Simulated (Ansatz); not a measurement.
# AgI: the cost of one run

Program: Ansatz 0.2.0. PAW datasets, plane waves. Computed at 0 K without zero-point motion; spin polarisation is off.

**1. The system as given**

The unstrained cell was relaxed with r2SCAN; in each strained cell the atoms were relaxed again with r2SCAN. Names of k-points are those of the unstrained zone, where strain can split equivalent points. First state: -1.0 % strain along z alone.

Space group P6_3mc (No. 186), hexagonal; conventional cell a = 4.651 Å, c = 7.523 Å, 35.23 Å³ an atom. Ag has 4 I at 2.84 Å; I has 4 Ag at 2.84 Å.

Coordinates:

```cif
data_structure
_symmetry_space_group_name_H-M 'P 1'
_symmetry_Int_Tables_number 1
_cell_length_a 4.6509
_cell_length_b 4.6509
_cell_length_c 7.5233
_cell_angle_alpha 90.000
_cell_angle_beta 90.000
_cell_angle_gamma 120.000
_cell_volume 140.93
loop_
_atom_site_label
_atom_site_type_symbol
_atom_site_fract_x
_atom_site_fract_y
_atom_site_fract_z
_atom_site_occupancy
Ag1 Ag 0.33333 0.66667 0.99858 1
Ag2 Ag 0.66667 0.33333 0.49858 1
I1 I 0.33333 0.66667 0.37642 1
I2 I 0.66667 0.33333 0.87642 1
```

From earlier runs on the unstrained cell: PBE 1.37 eV, r2SCAN 1.86 eV, HSE06 2.53 eV; a = 4.651 Å, c = 7.599 Å.

**2. -1.0 % strain along z alone: PBE**

Contents of input.yaml:

```yaml
crystal:
  lattice:
    - [4.6508717428, 0.0, 0.0]
    - [-2.3254358714, 4.027773079, 0.0]
    - [0.0, 0.0, 7.5233037214]
  atoms:
    - { symbol: Ag, position: [0.3333333333, 0.6666666667, -0.0014179145] }
    - { symbol: Ag, position: [0.6666666667, 0.3333333333, 0.4985820855] }
    - { symbol: I, position: [0.3333333333, 0.6666666667, 0.3764179145] }
    - { symbol: I, position: [0.6666666667, 0.3333333333, 0.8764179145] }
kpoints:
  mp_grid: { grid: [6, 6, 4] }
  band_path:
    path:
      - [0.0, 0.0, 0.0]
      - [0.5, 0.0, 0.0]
      - [0.3333333333, 0.3333333333, 0.0]
      - [0.0, 0.0, 0.5]
      - [0.5, 0.0, 0.5]
      - [0.3333333333, 0.3333333333, 0.5]
    npoints: 1
hamiltonian:
  xc: pbe
scf:
  occupations: { method: fermi_dirac, width: 0.02 }
  n_extra_bands: 5
output:
  forces: true
  stress: true
  eigenvalues: true
```

Run with:

```
$ ansatz run input.yaml --threads 4 --pin off --max-ram 4608MiB --backend cpu --events-out ev --progress --plain --runs-dir out
```

**Question.** How long does this run take on 4 threads of Intel Xeon at 2.50GHz (Skylake/Cascade Lake), shared host, and how much memory does it need?

About 7.2 s, with a peak of 0.49 GiB.
